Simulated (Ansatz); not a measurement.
# A Si vacancy in diamond Si, 63 atoms, charge −2

All numbers come from Ansatz (PAW, plane waves, no spin–orbit coupling) at the single k point (¼, ¼, ¼) without its symmetry partners. The atoms were relaxed with PBEsol in a fixed cell; other functionals are single points on those atoms unless said otherwise. The valence top and gap of the host come from its small cell on a dense mesh, with the band extrema sought between the mesh points, lined up by the mean potential, PBEsol gap 0.46 eV, HSE06 gap 1.13 eV. The charge correction uses an assumed dielectric constant of 11.7.

Cell: a = 10.866 Å, b = 10.866 Å, c = 10.866 Å, α = 90.00°, β = 90.00°, γ = 90.00°.

Nearest atoms after relaxation, from the placed atom (for vacancies from the middle of the vacant sites): Si at 1.83 Å, Si at 1.89 Å, Si at 1.90 Å, Si at 2.06 Å, Si at 3.56 Å, Si at 3.57 Å.

Chemical potentials μ are those of reference phases of the elements at zero temperature by the same functional (the usual solids, diamond for C, grey Sn, and the molecules H2, N2, O2, F2, Cl2, Br2 and S8).

| functional | E(defect) − E(host) − Σ nμ + q·E_VBM (eV) | monopole (eV) | alignment (eV) | formation energy at E_F = VBM (eV) | moment (μB) | wall time, shared host |
| --- | --- | --- | --- | --- | --- | --- |
| PBEsol | 3.62 | 0.64 | -0.11 | 4.15 | 0 (no spin) | 2.4 min on 7 threads of Neoverse-V2 (relaxation) |
| HSE06 | 5.12 | 0.64 | -0.09 | 5.67 | 0 (no spin) | 3.4 min on 7 threads of Neoverse-V2 |

Problem. How does the monopole term follow by hand for this cubic cell?

Solution. q²·α·e²/(4πε₀)/(2εL) with the Madelung constant α = 2.837 and e²/4πε₀ = 14.40 eV·Å: 4 × 2.837 × 14.40 / (2 × 11.7 × 10.866) = 0.64 eV.

HSE06 one-electron levels near the gap (the ten most localised at most), from the host's valence top, not corrected for the charge's images:

```tsv
level (eV)	spin	filling	atoms sharing it	element of the atom with most weight
0.14	both	2.00	11.5	Si
0.92	both	0.00	14.2	Si
1.20	both	0.00	55.1	spread
1.32	both	0.00	61.9	spread
1.37	both	0.00	61.1	spread
```

The runs had no spin polarisation though PBEsol leaves holes or close levels at the Fermi level; a state of higher spin may be lower.

One k point and a cell of this size can leave errors of several tenths of an eV in such numbers.

All four silicon neighbours move inward from their lattice sites, to between 1.83 and 2.06 Å from the vacancy centre, as expected when dangling bonds rebond across the empty site. In the undistorted vacancy these bonds form a low-lying symmetric orbital and a threefold-degenerate set, which holds four electrons in the doubly negative state. Pairing them in two of the three orbitals favours a Jahn–Teller distortion. The unequal distances fit this picture, but a single k point along one body diagonal also makes one neighbour inequivalent to the others, so the distortion can't be assigned to the electronic instability alone.

The formation energy rises from 4.15 eV with PBEsol to 5.67 eV with HSE06, probably in part because the hybrid lowers the valence top from which the two added electrons are counted. Both values refer to the Fermi level least favourable to an acceptor state; the cost falls as the material becomes n-type. Without the other charge states, it remains open whether the doubly negative vacancy is the stable one anywhere in the gap.
